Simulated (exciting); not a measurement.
# HfN (Fm-3m) in exciting: reference runs

Reference runs on HfN: the cell as given.

Program: exciting (release sodium). These are calculated values, not measurements. Logs are shortened: lines on timing, memory, paths and dates and some standing lists are left out, and cuts for length are marked.

## 1. The structure

It takes space group Fm-3m (No. 225, cubic). Conventional cell: a = 4.512 Å, b = 4.512 Å, c = 4.512 Å, α = 90.00°, β = 90.00°, γ = 90.00°. Around Hf (site symmetry m-3m) lie 6 N at 2.26 Å. Around N (site symmetry m-3m) lie 6 Hf at 2.26 Å.

## 2. Single point, PBE

File input.xml:

```xml
<input>
  <title>HfN</title>
  <structure speciespath="./" tshift="false">
    <crystal scale="1">
      <basevect>0.000000000000 4.263222137156 4.263222137156</basevect>
      <basevect>4.263222137156 0.000000000000 4.263222137156</basevect>
      <basevect>4.263222137156 4.263222137156 0.000000000000</basevect>
    </crystal>
    <species speciesfile="Hf.xml" rmt="2.3">
      <atom coord="0.000000000000 0.000000000000 0.000000000000"/>
    </species>
    <species speciesfile="N.xml" rmt="1.45">
      <atom coord="0.500000000000 0.500000000000 0.500000000000"/>
    </species>
  </structure>
  <groundstate do="fromscratch" ngridk="10 10 10" rgkmax="7.5" gmaxvr="14" lmaxapw="10" lmaxmat="10" lmaxvr="8" xctype="GGA_PBE" stype="Fermi Dirac" swidth="0.00183747" nempty="14" ValenceRelativity="iora*" epsengy="1e-05" epspot="1e-05" maxscl="60" tforce="true" outputlevel="normal"/>
</input>
```

Potentials or basis: all-electron LAPW+lo, shipped species files, valence relativity iora*.

Run with:

```sh
$ OMP_NUM_THREADS=1 exciting_smp
```

INFO.OUT:

```text
================================================================================
EXCITING SODIUM started
[... 10 lines left out ...]

 Lattice vectors (cartesian) :
      0.0000000000      4.2632221372      4.2632221372
      4.2632221372      0.0000000000      4.2632221372
      4.2632221372      4.2632221372      0.0000000000

 Reciprocal lattice vectors (cartesian) :
     -0.7369056907      0.7369056907      0.7369056907
      0.7369056907     -0.7369056907      0.7369056907
      0.7369056907      0.7369056907     -0.7369056907

 Unit cell volume                           :     154.9686617726
 Brillouin zone volume                      :       1.6006475800

 Species :    1 (Hf)
     parameters loaded from                 :    Hf.xml
     name                                   :    hafnium
     nuclear charge                         :     -72.00000000
     electronic charge                      :      72.00000000
     atomic mass                            :  325367.36570000
     muffin-tin radius                      :       2.30000000
     # of radial points in muffin-tin       :     450

     atomic positions (lattice) :
       1 :   0.00000000  0.00000000  0.00000000

 Species :    2 (N)
     parameters loaded from                 :    N.xml
     name                                   :    nitrogen
     nuclear charge                         :      -7.00000000
     electronic charge                      :       7.00000000
     atomic mass                            :   25532.72506000
     muffin-tin radius                      :       1.45000000
     # of radial points in muffin-tin       :     250

     atomic positions (lattice) :
       1 :   0.50000000  0.50000000  0.50000000

 Total number of atoms per unit cell        :       2

 Spin treatment                             :    spin-unpolarised

 Number of Bravais lattice symmetries       :      48
 Number of crystal symmetries               :      48

 k-point grid                               :      10   10   10
 Total number of k-points                   :      47
 k-point set is reduced with crystal symmetries

 R^MT_min * |G+k|_max (rgkmax)              :       7.50000000
 Species with R^MT_min                      :       2 (N)
 Maximum |G+k| for APW functions            :       5.17241379
 Maximum |G| for potential and density      :      14.00000000

 G-vector grid sizes                        :      27    27    27
 Total number of G-vectors                  :    7239

 Maximum angular momentum used for
     APW functions                          :      10
     computing H and O matrix elements      :      10
     potential and density                  :       8
     inner part of muffin-tin               :       2

 Total nuclear charge                       :     -79.00000000
 Total electronic charge                    :      79.00000000
 Total core charge                          :      48.00000000
 Total valence charge                       :      31.00000000

 Number of empty states                     :      14
 Total number of valence states             :      30

 Maximum Hamiltonian size                   :     403
 Maximum number of plane-waves              :     372
 Total number of local-orbitals             :      31

 Exchange-correlation type                  :      20
[... 23 lines left out ...]
+ SCF iteration number :    1                                                  +
++++++++++++++++++++++++++++++++++++++++++++++++++++++++++++++++++++++++++++++++
 Total energy                               :    -15137.12871158
 _______________________________________________________________
 Fermi energy                               :         0.53345634
 Kinetic energy                             :     16955.42368258
 Coulomb energy                             :    -31775.66154936
 Exchange energy                            :      -312.30970324
 Correlation energy                         :        -4.58114156

 DOS at Fermi energy (states/Ha/cell)       :         9.25042841

 Electron charges :
     core                                   :        48.00000000
     core leakage                           :         0.00002344
     valence                                :        31.00000000
     interstitial                           :         3.97502082
     charge in muffin-tin spheres :
                  atom     1    Hf          :        68.88059056
                  atom     2     N          :         6.14438862
     total charge in muffin-tins            :        75.02497918
     total charge                           :        79.00000000

++++++++++++++++++++++++++++++++++++++++++++++++++++++++++++++++++++++++++++++++
+ SCF iteration number :    2                                                  +
++++++++++++++++++++++++++++++++++++++++++++++++++++++++++++++++++++++++++++++++
 Total energy                               :    -15153.80783125
 _______________________________________________________________
 Fermi energy                               :         0.53951790
 Kinetic energy                             :     16943.92102572
 Coulomb energy                             :    -31780.75849376
 Exchange energy                            :      -312.37402006
 Correlation energy                         :        -4.59634314

 DOS at Fermi energy (states/Ha/cell)       :        21.20548083

 Electron charges :
     core                                   :        48.00000000
     core leakage                           :         0.00002307
     valence                                :        31.00000000
     interstitial                           :         4.18743200
     charge in muffin-tin spheres :
                  atom     1    Hf          :        69.19473086
                  atom     2     N          :         5.61783714
     total charge in muffin-tins            :        74.81256800
     total charge                           :        79.00000000
[... 499 lines left out ...]
++++++++++++++++++++++++++++++++++++++++++++++++++++++++++++++++++++++++++++++++
+ SCF iteration number :   20                                                  +
++++++++++++++++++++++++++++++++++++++++++++++++++++++++++++++++++++++++++++++++
 Total energy                               :    -15152.71876466
 _______________________________________________________________
 Fermi energy                               :         0.56260820
 Kinetic energy                             :     16943.63219768
 Coulomb energy                             :    -31779.44278951
 Exchange energy                            :      -312.30865084
 Correlation energy                         :        -4.59952199

 DOS at Fermi energy (states/Ha/cell)       :        22.21309710

 Electron charges :
     core                                   :        48.00000000
     core leakage                           :         0.00002300
     valence                                :        31.00000000
     interstitial                           :         4.22109710
     charge in muffin-tin spheres :
                  atom     1    Hf          :        69.29457513
                  atom     2     N          :         5.48432777
     total charge in muffin-tins            :        74.77890290
     total charge                           :        79.00000000

 RMS change in effective potential (target) :  0.425124E-07  ( 0.100000E-04)
 Absolute change in total energy   (target) :  0.255611E-05  ( 0.100000E-04)
 Charge distance                   (target) :  0.609789E-09  ( 0.100000E-04)
 Abs. change in max-nonIBS-force   (target) :   0.00000      ( 0.500000E-04)

++++++++++++++++++++++++++++++++++++++++++++++++++++++++++++++++++++++++++++++++
| Convergency criteria checked for the last 2 iterations                       +
| Convergence targets achieved. Performing final SCF iteration                 +
++++++++++++++++++++++++++++++++++++++++++++++++++++++++++++++++++++++++++++++++
 Total energy                               :    -15152.71876497
 _______________________________________________________________
 Fermi energy                               :         0.56260820
 Kinetic energy                             :     16943.63219728
 Coulomb energy                             :    -31779.44278941
 Exchange energy                            :      -312.30865084
 Correlation energy                         :        -4.59952200

 DOS at Fermi energy (states/Ha/cell)       :        22.21309729

 Electron charges :
     core                                   :        48.00000000
     core leakage                           :         0.00002300
     valence                                :        31.00000000
     interstitial                           :         4.22109710
     charge in muffin-tin spheres :
                  atom     1    Hf          :        69.29457513
                  atom     2     N          :         5.48432776
     total charge in muffin-tins            :        74.77890290
     total charge                           :        79.00000000

++++++++++++++++++++++++++++++++++++++++++++++++++++++++++++++++++++++++++++++++
+ Self-consistent loop stopped                                                 +
++++++++++++++++++++++++++++++++++++++++++++++++++++++++++++++++++++++++++++++++
 STATE.OUT is written

--------------------------------------------------------------------------------
- Writing atomic positions and forces                                          -
--------------------------------------------------------------------------------

 Atomic positions (lattice) :
 atom     1  Hf  :     0.00000000    0.00000000    0.00000000
 atom     2   N  :     0.50000000    0.50000000    0.50000000

 Total atomic forces including IBS (cartesian) :
 atom     1  Hf  :    -0.00000000   -0.00000000   -0.00000000
 atom     2   N  :     0.00000000    0.00000000    0.00000000

 Atomic force components including IBS (cartesian) :
 atom     1  Hf  :    -0.00000000    0.00000000   -0.00000000   HF force
                 :    -0.00000000   -0.00000000    0.00000000   core correction
                 :    -0.00000000   -0.00000000    0.00000000   IBS correction
 atom     2   N  :     0.00000000   -0.00000000    0.00000000   HF force
                 :     0.00000000    0.00000000   -0.00000000   core correction
                 :     0.00000000    0.00000000   -0.00000000   IBS correction

********************************************************************************
[... 7 lines left out ...]
| EXCITING SODIUM stopped                                                      =
================================================================================
```

Wall time 1.8 min (1 thread of AMD EPYC 9R14 (Zen 4), shared host); peak memory 0.13 GiB.

Results:

| Property | Result |
| --- | --- |
| Free energy | -412326.4894 eV |
| Band gap on the k mesh | none (metal or under the smearing width) |
| All electrons inside the program's atomic spheres | Hf 69.29; N 5.48 (radii Hf 2.3, N 1.45 bohr) |

Caveat: the log's total energy holds no entropy term; the free energy is that total less TS from the occupations. The run has no spin-orbit coupling, so splittings on Hf are missing.
